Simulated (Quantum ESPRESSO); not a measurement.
Ce:

```
Ce
1.0
     0.00000    2.58060    2.58060
     2.58060    0.00000    2.58060
     2.58060    2.58060    0.00000
Ce
1
Direct
  0.00000 0.00000 0.00000
```

Base run:

* Program: Quantum ESPRESSO 7.5
* Functional: PBE
* Potentials or basis: SSSP 1.3 efficiency PBE
* Cutoff: 748 eV
* Density cutoff: 5987 eV
* k mesh: 9 × 9 × 9
* Occupations: fermi-dirac, width 0.05 eV
* Spin: collinear spin, ferromagnetic start
* Starting moments: [1.0] μB

Its results: band gap on the k mesh none (metal or under the smearing width); pressure -4.7 GPa; net moment 0.86 μB per cell; site moments Ce +0.76 μB.

Problem. The run is repeated on the same cell with these changes: functional from PBE to PBEsol. What comes out?

Solution. Band gap on the k mesh none (metal or under the smearing width); pressure -7.6 GPa; net moment 0.76 μB per cell; site moments Ce +0.67 μB.

PBEsol binds more tightly than PBE, so the same cell stands under less pressure.

Caveats: the magnetic or orbital state may not be the lowest; spin-orbit coupling is left out, which moves the levels of the heavy elements; the potentials were made for another functional, which shifts forces and pressure (some runs).

Not every run made on this cell is shown here.
